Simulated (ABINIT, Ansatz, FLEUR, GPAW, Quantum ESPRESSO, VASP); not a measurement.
**One calculation of HgTe, 6 ways**

```xyz
2
Lattice="0.0000 3.2145 3.2145 3.2145 0.0000 3.2145 3.2145 3.2145 0.0000" Properties=species:S:1:pos:R:3 pbc="T T T"
Hg   -0.0041   -0.0227    0.0017
Te    4.8265    4.8151    4.8249
```

Atoms were shifted at random by some hundredths of an Å from the given cell, which wasn't relaxed again for these runs.

Alike in all runs: task single point; functional PBE; k mesh 7 × 7 × 7; occupations fermi-dirac, width 0.05 eV; no spin polarisation; no spin-orbit coupling. Pressure is positive in compression and, in plane waves, holds the error of the finite cutoff, which Ansatz's Pulay term estimates and takes out.

| program and potentials | plane-wave cutoff (eV) | notes | pressure (GPa) | largest force (eV/Å) | energy over the undisturbed cell (meV/atom) |
| --- | --- | --- | --- | --- | --- |
| GPAW, GPAW PAW data sets (gpaw-data 1.2.1) | 600 | 12 valence electrons an atom on average | ? | ? | ? |
| ABINIT, JTH PAW PBE v2.0 | 517 | 9 valence electrons an atom on average | 4.79 | 0.083 | 0.36 |
| VASP, PBE PAW files Hg, Te, 520 eV | 520 | 9 valence electrons an atom on average | 4.65 | 0.081 | - |
| FLEUR, all-electron, FLAPW | - | - | - | 0.079 | 0.37 |
| Ansatz, Ansatz PAW (earlier soft set) | 420 | 18 valence electrons an atom on average; Pulay term of +0.03 GPa included | 4.57 | 0.079 | 0.36 |
| Quantum ESPRESSO, SSSP 1.3 efficiency PBE | 816 | 13 valence electrons an atom on average | 4.71 | 0.084 | 0.38 |

Estimate from the other rows what the run with GPAW, GPAW PAW data sets (gpaw-data 1.2.1) gave.

Pressure 4.52 GPa; largest force 0.081 eV/Å; energy over the undisturbed cell 0.37 meV/atom. The other rows, which needn't bracket it: pressure 4.57 to 4.79; largest force 0.079 to 0.084; energy over the undisturbed cell 0.36 to 0.38.
